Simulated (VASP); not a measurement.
# BAs (F-43m) in VASP: band structure with HSE06

Aim: the band structure of BAs with HSE06.

All numbers are computed with VASP 6.6.1; they aren't measurements. Logs are shortened: lines on timing, memory, paths and dates and some standing lists are left out, and cuts for length are marked.

## 1. Starting point

Symmetry: F-43m, No. 216, cubic system. The conventional cell has a = 4.816 Å, b = 4.816 Å, c = 4.816 Å, α = 90.00°, β = 90.00°, γ = 90.00°. Around B (site symmetry -43m) lie 4 As at 2.09 Å. As (site symmetry -43m) has 4 B at 2.09 Å as nearest neighbours.

## 2. Band structure, HSE06

Contents of POSCAR:

```
BAs                                     
1.0
    0.0000000000      2.4082305153      2.4082305153
    2.4082305153      0.0000000000      2.4082305153
    2.4082305153      2.4082305153      0.0000000000
  B               As            
     1     1
Direct
     0.0000000000000000    0.0000000000000000    0.0000000000000000
     0.2500000000000000    0.2500000000000000    0.2500000000000000
```

Contents of INCAR.step1:

```
SYSTEM = BAs
  ALGO = Normal
  EDIFF = 1E-5
  ENCUT = 520
  GGA = PE
  ISIF = 2
  ISMEAR = 0
  KPAR = 4
  LASPH = .True.
  LCHARG = .False.
  LREAL = .False.
  LWAVE = .True.
  NBANDS = 11
  NELM = 60
  PREC = Accurate
  SIGMA = 0.02
```

Contents of INCAR.step2:

```
SYSTEM = BAs
  ALGO = Normal
  EDIFF = 1E-7
  ENCUT = 520
  GGA = PE
  HFSCREEN = 0.2
  ISIF = 2
  ISMEAR = 0
  ISTART = 1
  KPAR = 4
  LASPH = .True.
  LCHARG = .False.
  LHFCALC = .True.
  LREAL = .False.
  LWAVE = .False.
  NBANDS = 11
  NELM = 60
  PREC = Accurate
  PRECFOCK = Fast
  SIGMA = 0.02
```

Contents of KPOINTS:

```
k-points
0
Gamma
  8 8 8
  0 0 0
```

Contents of KPOINTS_OPT:

```
path GXWKGLUWLK,UX
10
line-mode
reciprocal
 0.0000000000  0.0000000000  0.0000000000  G
 0.5000000000  0.0000000000  0.5000000000  X

 0.5000000000  0.0000000000  0.5000000000  X
 0.5000000000  0.2500000000  0.7500000000  W

 0.5000000000  0.2500000000  0.7500000000  W
 0.3750000000  0.3750000000  0.7500000000  K

 0.3750000000  0.3750000000  0.7500000000  K
 0.0000000000  0.0000000000  0.0000000000  G

 0.0000000000  0.0000000000  0.0000000000  G
 0.5000000000  0.5000000000  0.5000000000  L

 0.5000000000  0.5000000000  0.5000000000  L
 0.6250000000  0.2500000000  0.6250000000  U

 0.6250000000  0.2500000000  0.6250000000  U
 0.5000000000  0.2500000000  0.7500000000  W

 0.5000000000  0.2500000000  0.7500000000  W
 0.5000000000  0.5000000000  0.5000000000  L

 0.5000000000  0.5000000000  0.5000000000  L
 0.3750000000  0.3750000000  0.7500000000  K

 0.6250000000  0.2500000000  0.6250000000  U
 0.5000000000  0.0000000000  0.5000000000  X
```

Potentials or basis: VASP PAW PBE potentials, release 64 (B, As).

Command:

```bash
> cat potpaw_PBE.64/B/POTCAR potpaw_PBE.64/As/POTCAR > POTCAR
> cp INCAR.step1 INCAR
> mpirun -np 4 vasp_std > vasp.out
> cp INCAR.step2 INCAR
> mpirun -np 4 vasp_std > vasp.out
```

OUTCAR:

```text
SYSTEM = BAs
   EDIFF = 1E-7
   ENCUT = 520
   GGA = PE
   HFSCREEN = 0.2
   ISIF = 2
   ISMEAR = 0
   ISTART = 1
   LASPH = .True.
   LHFCALC = .True.
   LREAL = .False.
   NELM = 60
   PREC = Accurate
   PRECFOCK = Fast

 ion  position               nearest neighbor table
   1  0.000  0.000  0.000-   2 2.09   2 2.09   2 2.09   2 2.09
   2  0.250  0.250  0.250-   1 2.09   1 2.09   1 2.09   1 2.09

  LATTYP: Found a face centered cubic cell.
 ALAT       =     4.8164610306

  Lattice vectors:

 A1 = (   0.0000000000,   2.4082305153,   2.4082305153)
 A2 = (   2.4082305153,   0.0000000000,   2.4082305153)
 A3 = (   2.4082305153,   2.4082305153,   0.0000000000)

Analysis of symmetry for initial positions (statically):
=====================================================================
 Subroutine PRICEL returns:
 Original cell was already a primitive cell.

 Routine SETGRP: Setting up the symmetry group for a
 face centered cubic supercell.

 Subroutine GETGRP returns: Found 24 space group operations
 (whereof 24 operations were pure point group operations)
 out of a pool of 48 trial point group operations.

The static configuration has the point symmetry T_d .

Analysis of symmetry for dynamics (positions and initial velocities):
=====================================================================
 Subroutine PRICEL returns:
 Original cell was already a primitive cell.

 Routine SETGRP: Setting up the symmetry group for a
 face centered cubic supercell.

 Subroutine GETGRP returns: Found 24 space group operations
 (whereof 24 operations were pure point group operations)
 out of a pool of 48 trial point group operations.

The dynamic configuration has the point symmetry T_d .

 Subroutine INISYM returns: Found 24 space group operations
 (whereof 24 operations are pure point group operations),
 and found     1 'primitive' translations

----------------------------------------------------------------------------------------

                                     Primitive cell

  volume of cell :      27.9334

  direct lattice vectors                    reciprocal lattice vectors
     0.000000000  2.408230515  2.408230515    -0.207621321  0.207621321  0.207621321
     2.408230515  0.000000000  2.408230515     0.207621321 -0.207621321  0.207621321
     2.408230515  2.408230515  0.000000000     0.207621321  0.207621321 -0.207621321

  length of vectors
     3.405752256  3.405752256  3.405752256     0.359610676  0.359610676  0.359610676

  position of ions in fractional coordinates (direct lattice)
     0.000000000  0.000000000  0.000000000
     0.250000000  0.250000000  0.250000000

  ion indices of the primitive-cell ions
   primitive index   ion index
                 1           1
                 2           2

----------------------------------------------------------------------------------------

 KPOINTS: k-points

Automatic generation of k-mesh.
 Grid dimensions read from file:
 generate k-points for:    8    8    8

 Generating k-lattice:

  Cartesian coordinates                     Fractional coordinates (reciprocal lattice)
    -0.025952665  0.025952665  0.025952665     0.125000000  0.000000000  0.000000000
     0.025952665 -0.025952665  0.025952665     0.000000000  0.125000000  0.000000000
     0.025952665  0.025952665 -0.025952665     0.000000000  0.000000000  0.125000000

  Length of vectors
     0.044951335  0.044951335  0.044951335

  Shift w.r.t. Gamma in fractional coordinates (k-lattice)
     0.000000000  0.000000000  0.000000000

 Subroutine IBZKPT returns following result:
 ===========================================

 Found     29 irreducible k-points:

 Following reciprocal coordinates:
            Coordinates               Weight
  0.000000  0.000000  0.000000      1.000000
  0.125000  0.000000  0.000000      8.000000
  0.250000  0.000000  0.000000      8.000000
  0.375000  0.000000  0.000000      8.000000
  0.500000  0.000000  0.000000      4.000000
  0.125000  0.125000  0.000000      6.000000
[... 16 lines left out ...]
  0.500000  0.250000  0.125000     48.000000
 -0.375000  0.250000  0.125000     24.000000
 [... further k-points ...]
   k-points           NKPTS =     29   k-points in BZ     NKDIM =    512   number of bands    NBANDS=     11
   number of dos      NEDOS =    301   number of ions     NIONS =      2
   total plane-waves  NPLWV =  21952
   dimension x,y,z NGX =    28 NGY =   28 NGZ =   28
   dimension x,y,z NGXF=    56 NGYF=   56 NGZF=   56
   ions per type =               1   1
   NGX,Y,Z   is equivalent  to a cutoff of  13.67, 13.67, 13.67 a.u.
   NGXF,Y,Z  is equivalent  to a cutoff of  27.34, 27.34, 27.34 a.u.
 SYSTEM =  BAs
   PREC   = accura    normal or accurate (medium, high low for compatibility)
   ISTART =      1    job   : 0-new  1-cont  2-samecut
   ICHARG =      0    charge: 1-file 2-atom 10-const
   ISPIN  =      1    spin polarized calculation?
   LNONCOLLINEAR =      F non collinear calculations
   LSORBIT =      F    spin-orbit coupling
   LASPH  =      T    aspherical Exc in radial PAW
   ENCUT  =  520.0 eV  38.22 Ry    6.18 a.u.   6.33  6.33  6.33*2*pi/ulx,y,z
   NELM   =     60;   NELMIN=  2; NELMDL=  0     # of ELM steps
   EDIFF  = 0.1E-06   stopping-criterion for ELM
   LREAL  =      F    real-space projection
   EDIFFG = 0.1E-05   stopping-criterion for IOM
   NSW    =      0    number of steps for IOM
   IBRION =     -1    ionic relax: 0-MD 1-quasi-New 2-CG
   NFREE  =      0    steps in history (QN), initial steepest desc. (CG)
   ISIF   =      2    stress and relaxation
   ISYM   =      3    0-nonsym 1-usesym 2-fastsym
   POTIM  = 0.5000    time-step for ionic-motion
   TEBEG  =    0.0;   TEEND  =   0.0 temperature during run
   PSTRESS=    0.0 pullay stress
   NELECT =       8.0000    total number of electrons
   NUPDOWN=      -1.0000    fix difference up-down
   EMIN   =  10.00;   EMAX   =-10.00  energy-range for DOS
   EFERMI =   0.00;   METHOD = LEGACY
   ISMEAR =     0;   SIGMA  =   0.02  broadening in eV -4-tet -1-fermi 0-gaus
   EFERMI_NEDOS =   21; number of points for ismear=-14 and -15
   IALGO  =     38    algorithm
   IMIX   =      1    mixing-type and parameters
     AMIX     =   0.40;   BMIX     =  1.00
     AMIX_MAG =   1.60;   BMIX_MAG =  1.00
  volume/ion in A,a.u.               =      13.97        94.25
  Fermi-wavevector in a.u.,A,eV,Ry     =   1.079104  2.039212 15.843524  1.164466
  Thomas-Fermi vector in A             =   2.215061
   LORBIT       =      0    0 simple, 1 ext, 2 COOP (PROOUT), +10 PAW based schemes
   GGA     = PE    functional components
   LHFCALC =     T    Hartree Fock is set to
   PRECFOCK=fast      Normal, Fast or Accurate (Low or Medium for compatibility)
   ENCUT4O =  -1.0   cutoff for four orbital integrals eV
   NKREDX  =     1    reduce k-point grid by
   NKREDY  =     1    reduce k-point grid by
   NKREDZ  =     1    reduce k-point grid by
   AEXX    =    0.2500 exact exchange contribution
   HFSCREEN=    0.2000 screening length (either q_TF or 0.3 A-1)
   HFSCREENC=   0.2000 screening length for correlation (either q_TF or 0.3 A-1)
   ENCUTFOCK=  -1.0 apply spherical cutoff to Coloumb kernel
   IVDW    =     0    specifies the selected vdW correction
   LEPSILON=     F    determine dielectric tensor
   LRPA    =     F    only Hartree local field effects (RPA)
 non-spin polarized calculation
 Gauss-broadening in eV      SIGMA  =   0.02
  energy-cutoff  :      520.00
  volume of cell :       27.93
 maximum number of plane-waves:       763
 NGX is ok and might be reduce to    28
  NGX = 16; NGY = 16; NGZ = 16

 number of electron       8.0000000 magnetization

 Free energy of the ion-electron system (eV)
  ---------------------------------------------------
  ext. energy  EPLUGINS =         0.00000000
  ---------------------------------------------------
  free energy    TOTEN  =       -13.27971684 eV

  energy without entropy =      -13.27971684  energy(sigma->0) =      -13.27971684

 E-fermi :   5.6251     XC(G=0):  -8.6669

 val. band max:        5.4377378338   @ k =   0.0000   0.0000   0.0000
 cond. band min:       7.3237176488   @ k =   0.3750   0.3750   0.0000
 fundamental gap:      1.8859798150
 Fermi energy:         5.6250767381

 k-point     1 :       0.0000    0.0000    0.0000
  band No.  band energies     occupation
      1     -11.2895      2.00000
      2       5.4377      2.00000
      3       5.4377      2.00000
      4       5.4377      2.00000
      5       9.5321      0.00000
      6       9.5321      0.00000
      7       9.5321      0.00000
      8      10.9864      0.00000
      9      15.9451      0.00000
     10      19.3998      0.00000
     11      19.3998      0.00000

 k-point     2 :       0.1250    0.0000    0.0000
  band No.  band energies     occupation
      1     -11.0133      2.00000
      2       3.3616      2.00000
      3       4.9891      2.00000
      4       4.9891      2.00000
      5       9.6337      0.00000
      6      10.1317      0.00000
      7      10.1317      0.00000
      8      12.3281      0.00000
      9      16.9371      0.00000
     10      18.0485      0.00000
     11      18.0485      0.00000

 k-point     3 :       0.2500    0.0000    0.0000
  band No.  band energies     occupation
      1     -10.2087      2.00000
      2       0.1224      2.00000
      3       4.2300      2.00000
      4       4.2300      2.00000
      5       9.2664      0.00000
      6      10.9840      0.00000
      7      10.9840      0.00000
      8      14.4413      0.00000
      9      17.6646      0.00000
     10      17.6646      0.00000
     11      17.7145      0.00000

 k-point     4 :       0.3750    0.0000    0.0000
  band No.  band energies     occupation
      1      -9.0143      2.00000
      2      -2.6981      2.00000
      3       3.6839      2.00000
      4       3.6839      2.00000
      5       8.9613      0.00000
      6      11.1725      0.00000
      7      11.1725      0.00000
      8      15.4176      0.00000
      9      18.3142      0.00000
     10      19.2051      0.00000
     11      19.2051      0.00000
[... 239 lines left out ...]
 k-point    22 :       0.3750    0.2500    0.1250
  band No.  band energies     occupation
      1      -9.5031      2.00000
      2      -0.2109      2.00000
      3       1.5146      2.00000
      4       3.3012      2.00000
      5       9.4778      0.00000
      6      11.5910      0.00000
      7      12.2894      0.00000
      8      13.6376      0.00000
      9      17.2729      0.00000
     10      19.8598      0.00000
     11      20.7768      0.00000

 k-point    23 :       0.5000    0.2500    0.1250
  band No.  band energies     occupation
      1      -8.3465      2.00000
      2      -2.3463      2.00000
      3       0.7112      2.00000
      4       2.5423      2.00000
      5      10.1451      0.00000
      6      11.3734      0.00000
      7      12.9915      0.00000
      8      14.5326      0.00000
      9      18.0362      0.00000
     10      19.8480      0.00000
     11      22.0966      0.00000

 k-point    24 :      -0.3750    0.2500    0.1250
  band No.  band energies     occupation
      1      -7.5630      2.00000
      2      -3.5697      2.00000
      3       0.5665      2.00000
      4       2.1854      2.00000
      5      10.2739      0.00000
      6      11.0399      0.00000
      7      14.0328      0.00000
      8      15.5886      0.00000
      9      16.7868      0.00000
     10      20.7916      0.00000
     11      21.7790      0.00000

 [... further k-points ...]

------------------------ aborting loop because EDIFF is reached ----------------------------------------

  FORCE on cell =-STRESS in cart. coord.  units (eV):
  Direction    XX          YY          ZZ          XY          YZ          ZX
  --------------------------------------------------------------------------------------
  -------------------------------------------------------------------------------------
  Total       -0.7028462     -0.7028462     -0.7028462      0.0000000     -0.0000000     -0.0000000
  in kB      -40.3131511    -40.3131511    -40.3131511      0.0000000     -0.0000000     -0.0000000
  external PRESSURE =     -40.3131511 kB  Pullay stress =       0.0000000 kB

 VOLUME and BASIS-vectors are now :
 -----------------------------------------------------------------------------
  energy-cutoff  :      520.00
  volume of cell :       27.93
      direct lattice vectors                 reciprocal lattice vectors
     0.000000000  2.408230515  2.408230515    -0.207621321  0.207621321  0.207621321
     2.408230515  0.000000000  2.408230515     0.207621321 -0.207621321  0.207621321
     2.408230515  2.408230515  0.000000000     0.207621321  0.207621321 -0.207621321

 POSITION                                       TOTAL-FORCE (eV/Angst)
 -----------------------------------------------------------------------------------
      0.00000      0.00000      0.00000         0.000000      0.000000      0.000000
      1.20412      1.20412      1.20412        -0.000000     -0.000000     -0.000000
 -----------------------------------------------------------------------------------
    total drift:                                0.000000      0.000000      0.000000

  FREE ENERGIE OF THE ION-ELECTRON SYSTEM (eV)
  ---------------------------------------------------
  free  energy   TOTEN  =       -13.2797168387 eV

  energy  without entropy=      -13.2797168387  energy(sigma->0) =      -13.27971684
```

It took 22 min on 4 MPI ranks of Intel Xeon Platinum 8259CL at 2.50GHz (Skylake/Cascade Lake), shared host; peak memory 0.33 GiB.

What came out:

| Quantity | Value |
| --- | --- |
| Free energy | -13.2797 eV |
| Pressure | -4.0 GPa |
| Band gap on the k mesh | 1.89 eV, indirect (least direct gap 4.09 eV) |
| Band gap along the path | 1.87 eV, indirect (least direct gap 4.09 eV) |

Levels at the corners of the path, in eV from the valence-band top:
```tsv
point	band 1	band 2	band 3	band 4	band 5	band 6	band 7	band 8
Γ	-16.73	0.00	0.00	0.00	4.09	4.09	4.09	5.55
X	-12.17	-9.35	-4.36	-4.36	2.12	2.18	12.71	12.71
X	-12.17	-9.35	-4.36	-4.36	2.12	2.18	12.71	12.71
W	-12.00	-8.88	-5.81	-5.51	6.18	7.03	7.64	8.01
W	-12.00	-8.88	-5.81	-5.51	6.18	7.03	7.64	8.01
K	-12.22	-8.94	-6.32	-3.72	2.78	6.50	10.42	10.93
K	-12.22	-8.94	-6.32	-3.72	2.78	6.50	10.42	10.93
Γ	-16.73	0.00	0.00	0.00	4.09	4.09	4.09	5.55
Γ	-16.73	0.00	0.00	0.00	4.09	4.09	4.09	5.55
L	-13.63	-9.52	-1.94	-1.94	3.42	5.68	5.68	9.98
L	-13.63	-9.52	-1.94	-1.94	3.42	5.68	5.68	9.98
U	-12.22	-8.94	-6.32	-3.72	2.78	6.50	10.42	10.93
U	-12.22	-8.94	-6.32	-3.72	2.78	6.50	10.42	10.93
W	-12.00	-8.88	-5.81	-5.51	6.18	7.03	7.64	8.01
W	-12.00	-8.88	-5.81	-5.51	6.18	7.03	7.64	8.01
L	-13.63	-9.52	-1.94	-1.94	3.42	5.68	5.68	9.98
L	-13.63	-9.52	-1.94	-1.94	3.42	5.68	5.68	9.98
K	-12.22	-8.94	-6.32	-3.72	2.78	6.50	10.42	10.93
U	-12.22	-8.94	-6.32	-3.72	2.78	6.50	10.42	10.93
X	-12.17	-9.35	-4.36	-4.36	2.12	2.18	12.71	12.71
```

Caveat: the PAW data sets were made with another functional, which shifts forces and pressure a little.
